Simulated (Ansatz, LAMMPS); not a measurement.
# Structural relaxation of a frame of liquid Al2O3 from 2363 K (130 atoms), part 2 of 3

How does a frame of liquid Al2O3 from 2363 K (130 atoms) relax, and what do bonds, charges and levels look like afterwards?

Ansatz 0.2.0; Kohn-Sham DFT, PBE, PAW (set soft_2), plane waves.

The cell: 52 Al and 78 O. The network of bonds at the start is that of the classical potential that made the cell. Sampling is at Γ alone, for a cell whose shortest periodic width is 11 Å.

So far. Step 3 (Single point at the start): Neighbours are counted within 2.49 Å (O-Al).

## (4) Relaxation

The atoms are relaxed in the fixed cell, aiming at the force tolerance of the input.

Contents of input.yaml:

```yaml
crystal:
  lattice:
    - [11.4492, 0.0, 0.0]
    - [0.0, 11.4492, 0.0]
    - [0.0, 0.0, 11.4492]
  atoms:
    [... the 130 atom lines of step 3 ...]
kpoints:
  mp_grid: { grid: [1, 1, 1] }
hamiltonian:
  xc: pbe
scf:
  occupations: { method: fermi_dirac, width: 0.204 }
output:
  forces: true
relax:
  f_tol: 0.03
  max_steps: 200
```

Launch:

```sh
ansatz run input.yaml --threads 4 --pin off --max-ram 8192MiB --backend cpu --events-out ev --progress --plain --runs-dir out
```

Numbers of over 12 decimals in the logs are rounded to 6 here.

The program printed:

```text
[...]
Crystal: 130 atoms, lattice volume = 1500.809 Å³
Basis set: ecut = 420 eV, 29423 PW (Γ), exchange–correlation on 160×160×160 points (8 copies of the dense FFT grid, shifted against one another)
Bands: 460, of which v1, the nominal top of the filled ones, is band 312 counted from 1 (311 counted from 0)
Symmetry: 1 space group operations
[...]
k-points: 1
[...]
SCF iter   1: F=—  HF=-72330.036847 eV  |F-HF|=—  |Δ(HF+E_count)|=         —  Δρ=3.35e-3  dr2=2.45e-1  ethr=1.77e-3  ⟨swp⟩=5.0  Hψ=1949  notcnv=0  defer=68
[...]
SCF iter   7: F=-72330.009376 eV  HF=-72330.009377 eV  |F-HF|=8.82e-7  |Δ(HF+E_count)|=   2.54e-5  Δρ=3.14e-5  dr2=1.53e-5  ethr=3.61e-9  ⟨swp⟩=4.0  Hψ=1140  notcnv=0
SCF 1 converged in 7 iterations: F = -72330.009376 eV  dr2 = 1.53e-5
[...]
relax step   1: F+E_penalty+E_count = -72330.00937625 eV  Δ(F+E_penalty+E_count) = +0.000e0 eV  max|allowed force component| = 1.045e1 eV/Å  Δτ_max = 0.0000 Å  (7 SCF iters, dr2 threshold 2.25e-5 eV, accepted)
[...]
relax step   2: F+E_penalty+E_count = -72351.74390218 eV  Δ(F+E_penalty+E_count) = -2.173e1 eV  max|allowed force component| = 5.756e0 eV/Å  Δτ_max = 0.1901 Å  (8 SCF iters, dr2 threshold 1.00e-4 eV, accepted)
[...]
relax step   3: F+E_penalty+E_count = -72366.84448184 eV  Δ(F+E_penalty+E_count) = -1.510e1 eV  max|allowed force component| = 2.228e0 eV/Å  Δτ_max = 0.1910 Å  (8 SCF iters, dr2 threshold 1.00e-4 eV, accepted)
relax step   4: F+E_penalty+E_count = -72373.42420891 eV  Δ(F+E_penalty+E_count) = -6.580e0 eV  max|allowed force component| = 1.171e0 eV/Å  Δτ_max = 0.1950 Å  (8 SCF iters, dr2 threshold 1.00e-4 eV, accepted)
relax step   5: F+E_penalty+E_count = -72376.53341372 eV  Δ(F+E_penalty+E_count) = -3.109e0 eV  max|allowed force component| = 1.085e0 eV/Å  Δτ_max = 0.1978 Å  (6 SCF iters, dr2 threshold 1.00e-4 eV, accepted)
relax step   6: F+E_penalty+E_count = -72378.52068436 eV  Δ(F+E_penalty+E_count) = -1.987e0 eV  max|allowed force component| = 1.005e0 eV/Å  Δτ_max = 0.2000 Å  (7 SCF iters, dr2 threshold 1.00e-4 eV, accepted)
relax step   7: F+E_penalty+E_count = -72379.87943991 eV  Δ(F+E_penalty+E_count) = -1.359e0 eV  max|allowed force component| = 6.515e-1 eV/Å  Δτ_max = 0.1949 Å  (7 SCF iters, dr2 threshold 1.00e-4 eV, accepted)
relax step   8: F+E_penalty+E_count = -72380.62595783 eV  Δ(F+E_penalty+E_count) = -7.465e-1 eV  max|allowed force component| = 5.505e-1 eV/Å  Δτ_max = 0.1921 Å  (6 SCF iters, dr2 threshold 1.00e-4 eV, accepted)
relax step   9: F+E_penalty+E_count = -72381.38887037 eV  Δ(F+E_penalty+E_count) = -7.629e-1 eV  max|allowed force component| = 4.028e-1 eV/Å  Δτ_max = 0.2000 Å  (6 SCF iters, dr2 threshold 1.00e-4 eV, accepted)
relax step  10: F+E_penalty+E_count = -72381.86464507 eV  Δ(F+E_penalty+E_count) = -4.758e-1 eV  max|allowed force component| = 2.993e-1 eV/Å  Δτ_max = 0.2000 Å  (6 SCF iters, dr2 threshold 8.68e-5 eV, accepted)
relax step  11: F+E_penalty+E_count = -72382.16470112 eV  Δ(F+E_penalty+E_count) = -3.001e-1 eV  max|allowed force component| = 2.455e-1 eV/Å  Δτ_max = 0.2000 Å  (6 SCF iters, dr2 threshold 4.79e-5 eV, accepted)
relax step  12: F+E_penalty+E_count = -72382.36446811 eV  Δ(F+E_penalty+E_count) = -1.998e-1 eV  max|allowed force component| = 4.026e-1 eV/Å  Δτ_max = 0.1932 Å  (6 SCF iters, dr2 threshold 3.33e-5 eV, accepted)
relax step  13: F+E_penalty+E_count = -72382.61040475 eV  Δ(F+E_penalty+E_count) = -2.459e-1 eV  max|allowed force component| = 7.252e-1 eV/Å  Δτ_max = 0.2000 Å  (6 SCF iters, dr2 threshold 1.00e-4 eV, accepted)
relax step  14: F+E_penalty+E_count = -72382.81505809 eV  Δ(F+E_penalty+E_count) = -2.047e-1 eV  max|allowed force component| = 5.100e-1 eV/Å  Δτ_max = 0.1943 Å  (6 SCF iters, dr2 threshold 1.00e-4 eV, accepted)
relax step  15: F+E_penalty+E_count = -72383.08195352 eV  Δ(F+E_penalty+E_count) = -2.669e-1 eV  max|allowed force component| = 3.633e-1 eV/Å  Δτ_max = 0.2000 Å  (6 SCF iters, dr2 threshold 1.00e-4 eV, accepted)
relax step  16: F+E_penalty+E_count = -72383.20005853 eV  Δ(F+E_penalty+E_count) = -1.181e-1 eV  max|allowed force component| = 1.488e-1 eV/Å  Δτ_max = 0.2000 Å  (6 SCF iters, dr2 threshold 6.53e-5 eV, accepted)
relax step  17: F+E_penalty+E_count = -72383.21360940 eV  Δ(F+E_penalty+E_count) = -1.355e-2 eV  max|allowed force component| = 5.478e-2 eV/Å  Δτ_max = 0.0443 Å  (6 SCF iters, dr2 threshold 3.71e-6 eV, accepted)
[...]
relax step  18: F+E_penalty+E_count = -72383.21455252 eV  Δ(F+E_penalty+E_count) = -9.431e-4 eV  max|allowed force component| = 1.464e-2 eV/Å  Δτ_max = 0.0090 Å  (7 SCF iters, accepted)
SCF converged after 7 iterations
Free energy (F): -72383.214553 eV
[...]
Internal energy: -72383.210270 eV  (E = F + TS)
E sigma→0 (E₀):  -72383.212411 eV
Entropy (-TS):   -0.004283 eV (-0.033 meV/atom)
Fermi energy:    6.430627 eV
[...]
--- Forces (eV/Å), atoms counted from 1 ---
  atom   1  Al     0.00461690     0.00169705    -0.00070054
  atom   2  Al     0.00104047    -0.00130177    -0.00025535
  atom   3  Al     0.00019489     0.00006742     0.00325501
  atom   4  Al     0.00162841     0.00182896    -0.00064990
  atom   5  Al     0.00083830    -0.00002806     0.00092726
  atom   6  Al     0.00327510    -0.00108728     0.00233209
  atom   7  Al     0.00292851     0.00285256     0.00205460
  atom   8  Al     0.00171681    -0.00287308     0.00239234
  atom   9  Al     0.00085716     0.00139449     0.00082937
  atom  10  Al     0.00069203    -0.00012486    -0.00003999
  atom  11  Al    -0.00197153     0.00077388    -0.00250709
  atom  12  Al    -0.00026917    -0.00837135    -0.00553452
  atom  13  Al     0.00133604     0.00286568    -0.00211898
  atom  14  Al     0.00131448    -0.00396614    -0.00017160
[...]
atom 129  O     -0.00035046    -0.00052901     0.00008624
  atom 130  O     -0.00070175     0.00126672    -0.00071222
  max |Σ_I F_I| component: 2.00e-4 eV/Å
--- Relaxed structure (18 steps of the walk, 18 accepted, 0 SCFs on fresh bases) ---
  F+E_penalty+E_count = -72383.21455252 eV   max|allowed force component| = 1.464e-2 eV/Å
  atoms:
    - { symbol: Al, position: [0.693086, 0.834982, 1.021174] }
    - { symbol: Al, position: [0.174571, 0.238859, 0.565265] }
    - { symbol: Al, position: [0.985263, 0.114275, 0.813231] }
    - { symbol: Al, position: [0.649687, 0.740698, 0.423823] }
[...]
- { symbol: O, position: [0.720918, 0.318695, 0.716591] }
```

The job ended after 3.9 min (4 threads of Arm Neoverse V2, shared host; peak memory 2 GiB; 15 min of CPU time).

The steps of the relaxation:

```csv
step,energy less that of the first step (eV),largest force component (eV/Å)
1,0.0000,10.4548
2,-21.7345,5.7561
3,-36.8351,2.2281
4,-43.4148,1.1713
5,-46.5240,1.0846
6,-48.5113,1.0045
7,-49.8701,0.6515
8,-50.6166,0.5505
9,-51.3795,0.4028
10,-51.8553,0.2993
11,-52.1553,0.2455
12,-52.3551,0.4026
13,-52.6010,0.7252
14,-52.8057,0.5100
15,-53.0726,0.3633
16,-53.1907,0.1488
17,-53.2042,0.0548
18,-53.2052,0.0146
```

The atoms that moved most (Å):

```csv
atom,dx,dy,dz,length
Al32,-1.268,0.215,-0.089,1.290
O126,-0.962,0.351,0.615,1.194
O104,0.965,0.343,-0.582,1.178
O74,0.612,-0.499,0.783,1.112
O71,0.637,0.371,-0.678,1.002
Al7,-0.827,-0.322,0.155,0.901
Al49,-0.727,0.260,0.290,0.825
Al8,-0.323,-0.137,-0.722,0.803
```

The relaxation changed the energy by -409 meV/atom, and atoms moved by 0.48 Å r.m.s., 1.3 Å at most.

## (5) Structure statistics after relaxation

Bonds before and after, by the cutoffs listed below:

```csv
pair,bonds before,bonds after,mean before (Å),mean after (Å),spread before (Å),spread after (Å)
O-Al,230,229,1.888,1.840,0.212,0.096
```

Density 2.93 g/cm³, 11.54 Å³ an atom.

Pair distribution functions g(r), in bins of 0.1 Å:

```csv
r (Å),total,O-O,O-Al,Al-Al
1.55,0.00,0.00,0.00,0.00
1.65,0.05,0.00,0.10,0.00
1.75,4.29,0.00,8.93,0.00
1.85,3.59,0.00,7.48,0.00
1.95,1.30,0.00,2.71,0.00
2.05,0.24,0.00,0.49,0.00
2.15,0.09,0.00,0.19,0.00
2.25,0.09,0.00,0.18,0.00
2.35,0.03,0.07,0.00,0.00
2.45,0.35,0.91,0.00,0.15
2.55,0.43,1.14,0.00,0.13
2.65,0.93,2.12,0.13,0.63
2.75,1.36,2.91,0.27,1.17
2.85,1.20,2.70,0.18,0.87
2.95,1.71,3.02,0.37,2.75
3.05,1.61,2.75,0.44,2.54
3.15,1.21,1.19,0.62,3.03
3.25,1.11,0.89,0.78,2.60
3.35,1.12,0.98,1.02,1.74
3.45,0.96,0.40,1.26,1.34
3.55,0.88,0.50,1.19,0.77
3.65,0.87,0.41,1.26,0.73
3.75,0.88,0.64,1.22,0.38
3.85,0.87,0.61,1.15,0.60
3.95,0.88,0.55,1.13,0.85
4.05,0.79,0.55,1.10,0.38
4.15,0.99,0.51,1.54,0.41
4.25,0.95,0.33,1.47,0.78
4.35,1.00,0.50,1.51,0.60
4.45,1.08,0.62,1.50,0.85
4.55,1.19,1.10,1.49,0.47
4.65,1.06,0.91,1.16,1.10
4.75,1.01,1.06,0.89,1.29
4.85,1.03,1.45,0.74,0.94
4.95,1.03,1.49,0.73,0.86
5.05,0.93,1.48,0.55,0.83
5.15,1.02,1.54,0.63,1.03
5.25,1.00,1.38,0.65,1.19
5.35,1.12,1.41,0.72,1.64
5.45,0.95,1.20,0.66,1.25
5.55,1.02,1.15,0.87,1.20
5.65,1.00,1.02,0.85,1.41
```

Bonds by pair of elements; cutoffs follow the first minimum of g(r), held within bounds set by covalent radii, and pairs that aren't listed don't count as bonded:

```csv
pair A-B,cutoff (Å),bonds,mean length (Å),spread (Å),shortest (Å),B about A,A about B
O-Al,2.43,229,1.84,0.096,1.69,2.94,4.40
```

How many atoms have how many bonded neighbours:

```csv
element,mean,2,3,4,5,6
Al,4.40,0,0,36,11,5
O,2.94,8,67,3,0,0
```

Bond angles, per cent of each kind in bins of 5°:

```csv
angle (°),O-Al-O,Al-O-Al
65–70,0.2,0.0
70–75,0.5,0.4
75–80,2.0,0.4
80–85,8.2,0.4
85–90,8.7,2.6
90–95,9.7,9.7
95–100,11.7,7.9
100–105,9.5,3.5
105–110,10.7,4.9
110–115,12.5,14.5
115–120,7.5,12.3
120–125,5.7,13.2
125–130,2.5,11.0
130–135,1.0,7.0
135–140,0.7,2.6
140–145,1.2,3.1
145–150,0.0,1.8
150–155,0.0,3.1
155–160,1.8,0.4
160–165,1.8,0.4
165–170,1.8,0.0
170–175,1.5,0.4
175–180,0.7,0.0
```

Bond angles (no mean is given where the spread exceeds 20°):

```csv
angle,count,mean (°),spread (°)
O-Al-O,401,-,-
Al-O-Al,227,117,17.1
```

Oxygen atoms by the number of network formers (Si, P, Ge, B, Al, As, Ga) bound to them:

```csv
network formers bound to O,O atoms,per cent
0,0,0
1,0,0
2,8,10.3
3,67,85.9
4,3,3.8
```

Network units: each former by its oxygen neighbours and how many of them bridge to another former:

```csv
former,O neighbours,bridging O,atoms
Al,4,4,36
Al,5,5,11
Al,6,6,5
```

Bond length by coordination (bonds to H left out):

```csv
element,coordination,atoms,mean bond length (Å)
Al,4,36,1.79
Al,5,11,1.89
Al,6,5,1.97
O,2,8,1.73
O,3,67,1.84
O,4,3,1.96
```

Rings of the network by King's shortest-path rule, up to 12 atoms, one path for each pair of neighbours; H, halogens, alkali and alkaline-earth atoms are left out, and the last column divides by all other atoms, bonded or not:

```csv
ring size (atoms),rings,per network atom
4,29,0.223
6,72,0.554
8,100,0.769
10,41,0.315
12,1,0.008
```

First main peaks of g(r), for some of the pairs, lie near 1.8 Å (O-Al). With the cutoffs above, 69 % of Al atoms have 4 and 86 % of O atoms have 3 bonded neighbours. 10 % of the oxygens bridge two formers (Al) and 0 % are non-bridging; 86 % join three; 4 % join four. The commonest Al unit has 4 oxygens, 4 of them shared with other formers (36 of 52 atoms). Bonds at O atoms with 2 neighbours average 1.73 Å, against 1.96 Å at those with 4. Rings of 8 atoms are the most common (41 % of those counted); sizes run from 4 to 12, where the search stops.

(Part 2 of 3 ends here.)

[Logs are printed without paths, hosts, clocks, repeated set-up lines and the standing remarks that a program may print on its own settings, such as how far it seeks lower states.]

[Hosts, paths, dates, database ids (printed as entryN), source tags and the programs' standing remarks are cut or masked in the printed files.]
